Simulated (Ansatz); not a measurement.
Calculation for CdS (CsCl type): DFT, PBE, all-electron PAW with datasets made for the crystal, scalar-relativistic (Ansatz 0.2.0). This run: the series' base cell.

The cell comes from a relaxation on PAW files under the same functional, begun from a prototype that needn't be the stable phase.

Command: `ansatz run input.yaml --threads 1 --pin off --max-ram 2048MiB --backend cpu --events-out ev --progress --plain --runs-dir out` It took 7 s on 1 thread of Intel(R) Xeon(R) 6975P-C (Granite Rapids), on a shared host, peak memory 0.55 GiB.

```yaml
crystal:
  lattice:
    - [3.4101975917, 0.0, 0.0]
    - [0.0, 3.4101975917, 0.0]
    - [0.0, 0.0, 3.4101975917]
  atoms:
    - { symbol: Cd, position: [0.0, 0.0, 0.0] }
    - { symbol: S, position: [0.5, 0.5, 0.5] }
kpoints:
  mp_grid: { grid: [14, 14, 14] }
scf:
  occupations: { method: fermi_dirac, width: 0.05 }
hamiltonian:
  xc: pbe
  pseudopotentials: { kind: all_electron, datasets: crystal }
output:
  forces: true
  stress: true
  eigenvalues: true
```

Output:

```
hamiltonian.pseudopotentials.datasets: crystal makes datasets for this crystal and solves the spheres of its atoms anew in each pass: cutoff 260.0 eV, the density's 1040.0 eV; for an error of 0.50 meV an atom under PBE, 1.0 meV for the cell; an energy difference from a run of another recipe may be off by several times the error for the cell, under r2SCAN by more, where some 0.1 meV an atom stays at smaller errors; S in spheres of 1.376 Å, 6 of its electrons in bands; Cd in spheres of 1.376 Å, 12 of its electrons in bands, 8 on its site; only band paths and densities of states list, in semicore columns, the levels of the semicore shells that are solved separately: 4s of Cd, 4p of Cd
Engine: ansatz 0.2.0
Pseudopotentials: kind: all_electron
Pseudopotential: Cd, paw, valence charge 20, recommended cutoff 260 eV (normal), crystal/all_electron/pbe/scalar/gaussian/Cd, Koelling and Harmon's equation, gaussian nucleus
Pseudopotential: S, paw, valence charge 6, recommended cutoff 260 eV (normal), crystal/all_electron/pbe/scalar/gaussian/S, Koelling and Harmon's equation, gaussian nucleus
Functional definition: PBE
  parameter kappa = 0.804
  parameter beta = 0.06672455060314922
  exchange = pbe_x(kappa = kappa, mu = beta*pi^2/3)
  correlation = pbe_c(beta = beta)
Crystal: 2 atoms, lattice volume = 39.659 Å³
Basis set: ecut = 260 eV, 389 PW (Γ), exchange–correlation on 36×36×36 points (8 copies of the dense FFT grid, shifted against one another)
Bands: 13, of which v1, the nominal top of the filled ones, is band 9 counted from 1 (8 counted from 0)
Symmetry: 48 space group operations
Space group: Pm-3m (ITA 221), of the structure as read, at distance tolerance 3.4e-5 Å
k-points: 120 of 2744
Non-local potential: Cd, projectors of the file, l = 0: 1, l = 1: 1, l = 2: 2
Non-local potential: S, projectors of the file, l = 0: 1, l = 1: 1, l = 2: 2
PAW form: soft (Blöchl's): semilocal exchange-correlation on the pseudo side does not see the compensation charge
PAW one-centre angular grid: Cd, 590 points (default); XC on its mesh's 1869 points in the sphere
PAW one-centre angular grid: S, 110 points (default); XC on its mesh's 1989 points in the sphere
Initial density: superposition of atomic densities (neutral atoms: chi_scale 0, normalization atom)
Initial wavefunctions: pseudopotential atomic-orbital guess
Functional: x = pbe(κ = 0.804, μ = 0.2195149727645171), c = pbe(β = 0.06672455060314922)
iter 1 solved again at ethr=1.39e-2 eV; its pass at ethr=1.00e-1 eV (dr2=2.50e0 eV) is discarded
SCF iter   1: F=—  HF=-163098.949682 eV  |F-HF|=—  |Δ(HF+E_count)|=         —  Δρ=5.28e-2  dr2=2.62e0  ethr=1.39e-2  ⟨swp⟩=2.1  Hψ=8408  notcnv=0
preconditioner: auto → none  [insulator: Δε(μ)=0.461 eV  Ē_g=11.776 eV  σ=0.050 eV  W_gap=0.96  n_scr=6 (ndim 8)  ℏωp=25.0 eV  f_vac=0.000  D(μ)=0.02/eV (n_scr^D=0)  ε∞_Penn≈5.5]
SCF iter   2: F=—  HF=-163098.311548 eV  |F-HF|=—  |Δ(HF+E_count)|=   6.38e-1  Δρ=3.19e-2  dr2=6.22e-1  ethr=1.39e-2  ⟨swp⟩=3.3  Hψ=4052  notcnv=0  defer=13
iter 3 solved again at ethr=2.02e-4 eV; its pass at ethr=3.46e-3 eV (dr2=3.63e-2 eV) is discarded
SCF iter   3: F=—  HF=-163098.150840 eV  |F-HF|=—  |Δ(HF+E_count)|=   1.61e-1  Δρ=9.95e-3  dr2=3.65e-2  ethr=2.02e-4  ⟨swp⟩=2.2  Hψ=7497  notcnv=0  defer=15
SCF iter   4: F=—  HF=-163098.148678 eV  |F-HF|=—  |Δ(HF+E_count)|=   2.16e-3  Δρ=2.55e-3  dr2=4.69e-3  ethr=2.02e-4  ⟨swp⟩=3.0  Hψ=3356  notcnv=0  defer=26
SCF iter   5: F=—  HF=-163098.148603 eV  |F-HF|=—  |Δ(HF+E_count)|=   7.51e-5  Δρ=6.97e-4  dr2=4.02e-4  ethr=2.61e-5  ⟨swp⟩=2.7  Hψ=2868  notcnv=0  defer=6
SCF iter   6: F=—  HF=-163098.148511 eV  |F-HF|=—  |Δ(HF+E_count)|=   9.23e-5  Δρ=1.49e-4  dr2=3.69e-6  ethr=2.24e-6  ⟨swp⟩=3.0  Hψ=3826  notcnv=0  defer=3
SCF iter   7: F=—  HF=-163098.148502 eV  |F-HF|=—  |Δ(HF+E_count)|=   8.95e-6  Δρ=3.32e-5  dr2=6.56e-7  ethr=2.05e-8  ⟨swp⟩=3.0  Hψ=3425  notcnv=0  defer=2
SCF iter   8: F=-163098.148502 eV  HF=-163098.148502 eV  |F-HF|=1.49e-8  |Δ(HF+E_count)|=   2.14e-7  Δρ=7.48e-6  dr2=2.57e-8  ethr=3.64e-9  ⟨swp⟩=3.0  Hψ=3062  notcnv=0  defer=1
SCF 1 converged in 8 iterations: F = -163098.148503 eV  dr2 = 2.57e-8
  Residual-converged pass: ⟨swp⟩=3.0  Hψ=3247  notcnv=0  max |occ|·‖R‖ = 5.2e-6 eV (tolerance 5.3e-6 eV)  dr2=2.60e-8  dr2_onsite=2.37e-8  max |Δocc| = 1.8e-9
  greatest PAW one-centre occupation: 0.968 electrons in one spin orbital (limit 2), on the Cd atom at site 0 (counted from 0), in its partial waves of l = 2
SCF converged after 8 iterations
Free energy (F): -163098.148503 eV
Harris-Foulkes:  -163098.148503 eV  (|F-HF|=1.49e-8)
Internal energy: -163098.137945 eV  (E = F + TS)
E sigma→0 (E₀):  -163098.143224 eV
Entropy (-TS):   -0.010559 eV (-5.279 meV/atom)
Past the cutoff: the bands carry plane waves up to 1.75 times it, of which those up to 1.5 times it add -0.000387 eV an atom, each by itself; the spheres take 0.000235 eV an atom off the energy for waves past 1.75 times it
By the cutoff:   a pressure is off by up to 0.006 GPa (1.2 times the spheres' own share and the shells' term, over an atom's volume, and 0.004 GPa: a bound that held against runs at twice the plane waves)
Past the cutoffs: a stress includes 0.0018 GPa for waves and charges beyond them, in addition to the slope of what the spheres take
In the spheres:  the bands' charges fall short by 5.3e-6 e at most (sound up to 1e-3), those of shells solved beside the bands by 1.7e-7 e (sound up to 5e-4)
Fermi energy:    11.837979 eV
--- Per-component energies (eV) ---
  E_band       = 90.447776
  E_kinetic    = 208.481944
  E_local      = -2852.322145  (includes V_loc(G=0)·N_el)
  E_nonlocal   = 277.971189
  E_hartree    = 1439.719996
  E_xc         = -106.755719
  E_vxc        = -134.873640  (∫ρ·V_xc dr)
  E_paw        = -165514.568685  (= ΣΔE_a)
  E_vpaw       = -6755.691295  (= ΣTr[D̂ρ^β])
  E_ewald      = -3018.105529
  E_smearing   = -0.010559  (= −TS)
  E_closure    = 6467.441004  (closes the sum)
  Σ components = -163098.148503   (vs F -163098.148503, Δ=0.00e0)
  The terms above E_closure are by the made datasets' own strengths, without shells solved beside the bands.
--- Forces (eV/Å), atoms counted from 1 ---
  atom   1  Cd    -0.00000000    -0.00000000     0.00000000
  atom   2  S      0.00000000    -0.00000000     0.00000000
  max |Σ_I F_I| component: 1.30e-30 eV/Å
--- Stress (GPa, compression-positive) ---
        0.007095      -0.000000       0.000000
        0.000000       0.007095       0.000000
        0.000000       0.000000       0.007095
  P = ⅓ Tr σ = 0.0071 GPa (0.071 kbar)
  It holds what live shells' own plane waves past their cutoff add
--- Band table (eV; the first three rows and the last of 120) ---
  k-point 0: bands = ["-1.4506", "3.1486", "3.1486", "3.7142", "3.7142", "3.7142", "10.6854", "10.6854", "10.6854", "10.8570", "18.4876"]
  k-point 1: bands = ["-1.4101", "3.1518", "3.1647", "3.7004", "3.7004", "3.7154", "9.8339", "10.7361", "10.7361", "11.6190", "18.5104"]
  k-point 2: bands = ["-1.2920", "3.1606", "3.2079", "3.6624", "3.6624", "3.7189", "8.8767", "10.8813", "10.8813", "12.3436", "18.5770"]
  k-point 119: bands = ["0.9715", "3.0307", "3.0307", "3.0307", "3.9126", "3.9126", "9.8689", "9.8689", "9.8689", "13.6964", "13.6964"]
```

Next run (volume at 0.8 of the series' base cell), as changes to the input before:

```diff
   lattice:
-    - [3.4101975917, 0.0, 0.0]
-    - [0.0, 3.4101975917, 0.0]
-    - [0.0, 0.0, 3.4101975917]
+    - [3.1657470124, 0.0, 0.0]
+    - [0.0, 3.1657470124, 0.0]
+    - [0.0, 0.0, 3.1657470124]
   atoms:
```

Command: `ansatz run input.yaml --threads 1 --pin off --max-ram 2048MiB --backend cpu --events-out ev --progress --plain --runs-dir out` It took 6.9 s on 1 thread of Intel(R) Xeon(R) 6975P-C (Granite Rapids), with other jobs on the host, peak memory 0.57 GiB.

Results part of the output:

```
SCF 1 converged in 9 iterations: F = -163097.624729 eV  dr2 = 9.42e-9
  Residual-converged pass: ⟨swp⟩=1.4  Hψ=1627  notcnv=0  max |occ|·‖R‖ = 5.2e-6 eV (tolerance 5.3e-6 eV)  dr2=9.42e-9  dr2_onsite=2.80e-8  max |Δocc| = 1.3e-11
  greatest PAW one-centre occupation: 0.967 electrons in one spin orbital (limit 2), on the Cd atom at site 0 (counted from 0), in its partial waves of l = 2
SCF converged after 9 iterations
Free energy (F): -163097.624729 eV
Harris-Foulkes:  -163097.624729 eV  (|F-HF|=4.67e-8)
Internal energy: -163097.615698 eV  (E = F + TS)
E sigma→0 (E₀):  -163097.620213 eV
Entropy (-TS):   -0.009031 eV (-4.515 meV/atom)
Past the cutoff: the bands carry plane waves up to 1.75 times it, of which those up to 1.5 times it add -0.000309 eV an atom, each by itself; the spheres take 0.000125 eV an atom off the energy for waves past 1.75 times it
By the cutoff:   a pressure is off by up to 0.006 GPa (1.2 times the spheres' own share and the shells' term, over an atom's volume, and 0.004 GPa: a bound that held against runs at twice the plane waves)
Past the cutoffs: a stress includes 0.0021 GPa for waves and charges beyond them, in addition to the slope of what the spheres take
In the spheres:  the bands' charges fall short by 2.4e-7 e at most (sound up to 1e-3), those of shells solved beside the bands by 1.4e-7 e (sound up to 5e-4)
Fermi energy:    16.290391 eV
--- Per-component energies (eV) ---
  E_band       = 159.223509
  E_kinetic    = 225.819465
  E_local      = -2453.318023  (includes V_loc(G=0)·N_el)
  E_nonlocal   = 248.656397
  E_hartree    = 1291.236386
  E_xc         = -114.344572
  E_vxc        = -143.381452  (∫ρ·V_xc dr)
  E_paw        = -165508.810341  (= ΣΔE_a)
  E_vpaw       = -6765.327321  (= ΣTr[D̂ρ^β])
  E_ewald      = -3251.155624
  E_smearing   = -0.009031  (= −TS)
  E_closure    = 6464.300614  (closes the sum)
  Σ components = -163097.624729   (vs F -163097.624729, Δ=0.00e0)
  The terms above E_closure are by the made datasets' own strengths, without shells solved beside the bands.
--- Forces (eV/Å), atoms counted from 1 ---
  atom   1  Cd    -0.00000000     0.00000000     0.00000000
  atom   2  S      0.00000000    -0.00000000    -0.00000000
  max |Σ_I F_I| component: 9.70e-31 eV/Å
--- Stress (GPa, compression-positive) ---
       26.138620       0.000000       0.000000
        0.000000      26.138620       0.000000
        0.000000       0.000000      26.138620
  P = ⅓ Tr σ = 26.1386 GPa (261.386 kbar)
  It holds what live shells' own plane waves past their cutoff add
--- Band table (eV; the first three rows and the last of 120) ---
  k-point 0: bands = ["1.1993", "6.8558", "6.8558", "7.8327", "7.8327", "7.8327", "14.6295", "14.6295", "14.6295", "16.3564", "22.6789"]
  k-point 1: bands = ["1.2571", "6.8623", "6.8780", "7.8053", "7.8053", "7.8351", "13.9715", "14.7069", "14.7069", "16.8813", "22.6826"]
  k-point 2: bands = ["1.4267", "6.8807", "6.9345", "7.7304", "7.7304", "7.8420", "12.8387", "14.9283", "14.9283", "17.6534", "22.6933"]
  k-point 119: bands = ["5.0919", "6.4810", "6.4810", "6.4810", "8.1859", "8.1859", "14.0573", "14.0573", "14.0573", "17.4072", "17.4072"]
```

Next run (volume at 0.64 of the series' base cell), as changes to the input before:

```diff
   lattice:
-    - [3.1657470124, 0.0, 0.0]
-    - [0.0, 3.1657470124, 0.0]
-    - [0.0, 0.0, 3.1657470124]
+    - [2.9388191965, 0.0, 0.0]
+    - [0.0, 2.9388191965, 0.0]
+    - [0.0, 0.0, 2.9388191965]
   atoms:
```

Results part of the output:

```
SCF 1 converged in 9 iterations: F = -163095.573494 eV  dr2 = 2.90e-9
  Residual-converged pass: ⟨swp⟩=2.5  Hψ=2571  notcnv=0  max |occ|·‖R‖ = 5.3e-6 eV (tolerance 5.3e-6 eV)  dr2=2.77e-9  dr2_onsite=3.09e-9  max |Δocc| = 2.4e-9
  greatest PAW one-centre occupation: 0.965 electrons in one spin orbital (limit 2), on the Cd atom at site 0 (counted from 0), in its partial waves of l = 2
SCF converged after 9 iterations
Free energy (F): -163095.573494 eV
Harris-Foulkes:  -163095.573494 eV  (|F-HF|=2.85e-9)
Internal energy: -163095.564561 eV  (E = F + TS)
E sigma→0 (E₀):  -163095.569027 eV
Entropy (-TS):   -0.008934 eV (-4.467 meV/atom)
Past the cutoff: the bands carry plane waves up to 1.75 times it, of which those up to 1.5 times it add -0.000222 eV an atom, each by itself; the spheres take 0.000108 eV an atom off the energy for waves past 1.75 times it
By the cutoff:   a pressure is off by up to 0.006 GPa (1.2 times the spheres' own share and the shells' term, over an atom's volume, and 0.004 GPa: a bound that held against runs at twice the plane waves)
Past the cutoffs: a stress includes 0.0032 GPa for waves and charges beyond them, in addition to the slope of what the spheres take
In the spheres:  the bands' charges fall short by 4.6e-7 e at most (sound up to 1e-3), those of shells solved beside the bands by 3.0e-8 e (sound up to 5e-4)
Fermi energy:    21.804570 eV
--- Per-component energies (eV) ---
  E_band       = 242.238480
  E_kinetic    = 261.118777
  E_local      = -2077.589115  (includes V_loc(G=0)·N_el)
  E_nonlocal   = 227.088801
  E_hartree    = 1150.375685
  E_xc         = -133.913268
  E_vxc        = -165.919682  (∫ρ·V_xc dr)
  E_paw        = -165460.871587  (= ΣΔE_a)
  E_vpaw       = -6743.642200  (= ΣTr[D̂ρ^β])
  E_ewald      = -3502.201230
  E_smearing   = -0.008934  (= −TS)
  E_closure    = 6440.427376  (closes the sum)
  Σ components = -163095.573494   (vs F -163095.573494, Δ=0.00e0)
  The terms above E_closure are by the made datasets' own strengths, without shells solved beside the bands.
--- Forces (eV/Å), atoms counted from 1 ---
  atom   1  Cd    -0.00000000    -0.00000000     0.00000000
  atom   2  S      0.00000000     0.00000000     0.00000000
  max |Σ_I F_I| component: 1.02e-30 eV/Å
--- Stress (GPa, compression-positive) ---
       88.020372       0.000000       0.000000
        0.000000      88.020372       0.000000
        0.000000       0.000000      88.020372
  P = ⅓ Tr σ = 88.0204 GPa (880.204 kbar)
  It holds what live shells' own plane waves past their cutoff add
--- Band table (eV; the first three rows and the last of 120) ---
  k-point 0: bands = ["4.3492", "11.1181", "11.1181", "12.7413", "12.7413", "12.7413", "19.5162", "19.5162", "19.5162", "23.4940", "27.8629", "27.8629", "37.5938"]
  k-point 1: bands = ["4.4259", "11.1306", "11.1460", "12.6897", "12.6897", "12.7458", "18.9245", "19.6331", "19.6331", "23.9066", "27.8311", "28.2082", "36.2317"]
  k-point 2: bands = ["4.6527", "11.1658", "11.2111", "12.5510", "12.5510", "12.7585", "17.7120", "19.9648", "19.9648", "24.5949", "27.7405", "29.2007", "34.4937"]
  k-point 119: bands = ["10.2086", "10.3307", "10.3307", "10.3307", "13.3427", "13.3427", "19.5255", "19.5255", "19.5255", "21.9868", "21.9868", "21.9868", "27.4007"]
  guard bands above this table: 0 of the run's 13 bands, where the rule asks 2: the bands that hold charge and the lowest empty level above them stay in the table. A level can be missing at the table's top as with no guard band: raise scf.n_extra_bands
```

Next run (volume at 0.55 of the series' base cell), as changes to the input before:

```diff
   lattice:
-    - [2.9388191965, 0.0, 0.0]
-    - [0.0, 2.9388191965, 0.0]
-    - [0.0, 0.0, 2.9388191965]
+    - [2.7940474238, 0.0, 0.0]
+    - [0.0, 2.7940474238, 0.0]
+    - [0.0, 0.0, 2.7940474238]
   atoms:
```

Command: `ansatz run input.yaml --threads 1 --pin off --max-ram 2048MiB --backend cpu --events-out ev --progress --plain --runs-dir out` It took 14 s on 1 thread of Intel(R) Xeon(R) 6975P-C (Granite Rapids), on a shared host, peak memory 0.62 GiB.

Results part of the output:

```
3 of the run's printed levels, from 37.79 eV on, may lie off, as they stand: their residual norms reach 0.0019 eV (residual_norms_ev in the JSON report holds each one's)
SCF 1 converged in 8 iterations: F = -163092.831145 eV  dr2 = 2.57e-8
  Residual-converged pass: ⟨swp⟩=3.7  Hψ=3931  notcnv=0  max |occ|·‖R‖ = 5.2e-6 eV (tolerance 5.3e-6 eV)  dr2=2.68e-8  dr2_onsite=1.46e-8  max |Δocc| = 1.7e-9
  greatest PAW one-centre occupation: 0.955 electrons in one spin orbital (limit 2), on the Cd atom at site 0 (counted from 0), in its partial waves of l = 2
SCF converged after 8 iterations
Free energy (F): -163092.831145 eV
Harris-Foulkes:  -163092.831145 eV  (|F-HF|=2.46e-8)
Internal energy: -163092.821041 eV  (E = F + TS)
E sigma→0 (E₀):  -163092.826093 eV
Entropy (-TS):   -0.010104 eV (-5.052 meV/atom)
Past the cutoff: the bands carry plane waves up to 1.75 times it, of which those up to 1.5 times it add -0.000158 eV an atom, each by itself; the spheres take 0.000063 eV an atom off the energy for waves past 1.75 times it
By the cutoff:   a pressure is off by up to 0.006 GPa (1.2 times the spheres' own share and the shells' term, over an atom's volume, and 0.004 GPa: a bound that held against runs at twice the plane waves)
Past the cutoffs: a stress includes 0.0032 GPa for waves and charges beyond them, in addition to the slope of what the spheres take
In the spheres:  the bands' charges fall short by 3.1e-7 e at most (sound up to 1e-3), those of shells solved beside the bands by 5.6e-8 e (sound up to 5e-4)
Fermi energy:    26.279688 eV
--- Per-component energies (eV) ---
  E_band       = 308.176286
  E_kinetic    = 320.164834
  E_local      = -1912.625954  (includes V_loc(G=0)·N_el)
  E_nonlocal   = 192.233871
  E_hartree    = 1090.230488
  E_xc         = -153.878750
  E_vxc        = -187.057108  (∫ρ·V_xc dr)
  E_paw        = -165359.043093  (= ΣΔE_a)
  E_vpaw       = -6698.771333  (= ΣTr[D̂ρ^β])
  E_ewald      = -3683.665537
  E_smearing   = -0.010104  (= −TS)
  E_closure    = 6413.763100  (closes the sum)
  Σ components = -163092.831145   (vs F -163092.831145, Δ=0.00e0)
  The terms above E_closure are by the made datasets' own strengths, without shells solved beside the bands.
--- Forces (eV/Å), atoms counted from 1 ---
  atom   1  Cd    -0.00000000    -0.00000000     0.00000000
  atom   2  S      0.00000000     0.00000000    -0.00000000
  max |Σ_I F_I| component: 5.59e-31 eV/Å
--- Stress (GPa, compression-positive) ---
      166.737532       0.000000       0.000000
        0.000000     166.737532       0.000000
       -0.000000       0.000000     166.737532
  P = ⅓ Tr σ = 166.7375 GPa (1667.375 kbar)
  It holds what live shells' own plane waves past their cutoff add
--- Band table (eV; the first three rows and the last of 120) ---
  k-point 0: bands = ["6.8639", "14.3627", "14.3627", "16.6018", "16.6018", "16.6018", "23.4736", "23.4736", "23.4736", "29.4455", "32.0584", "32.0584", "42.6669"]
  k-point 1: bands = ["6.9548", "14.3813", "14.3949", "16.5252", "16.5252", "16.6084", "22.8966", "23.6266", "23.6266", "29.8037", "31.9884", "32.4750", "41.4769"]
  k-point 2: bands = ["7.2235", "14.4337", "14.4649", "16.3226", "16.3226", "16.6271", "21.6533", "24.0567", "24.0567", "30.3339", "31.7914", "33.7661", "39.6126"]
  k-point 119: bands = ["13.2298", "13.2298", "13.2298", "14.3469", "17.4470", "17.4470", "24.0925", "24.0925", "24.0925", "25.7087", "25.7087", "25.7087", "33.1453"]
  guard bands above this table: 0 of the run's 13 bands, where the rule asks 2: the bands that hold charge and the lowest empty level above them stay in the table. A level can be missing at the table's top as with no guard band: raise scf.n_extra_bands
```
